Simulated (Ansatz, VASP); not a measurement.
## Au in VASP and in Ansatz

```
Au
1.0
     1.39865   -2.53301    0.00000
     1.39865    2.53301    0.00000
     0.00000    0.00000    4.84928
Au
2
Direct
  0.66533 0.33467 0.25000
  0.33467 0.66533 0.75000
```

This isn't the form of Au at room conditions, which is fcc.

Alike in both runs: task single point; functional LDA; k mesh 12 × 12 × 6; occupations gaussian, width 0.1 eV; no spin polarisation.

|  | VASP | Ansatz |
| --- | --- | --- |
| version | VASP 6.6.1 | Ansatz 0.2.0 |
| potentials or method | VASP PAW LDA potentials, release 64 (Au) | plane waves, PAW |
| plane-wave cutoff (eV) | 520 | 500 |
| valence electrons in the cell | 22 | 38 |

Ansatz gave:

| Item | Value |
| --- | --- |
| pressure (GPa) | -5.7 |
| largest component of the traceless stress (GPa) | 0.41 |

Task: What did VASP give for the same quantities?

Result: Pressure (GPa): -5.3; largest component of the traceless stress (GPa): 0.39.

The two sets of potentials don't hold the same shells in valence.

Spin-orbit coupling is left out, which matters for the levels of Au.
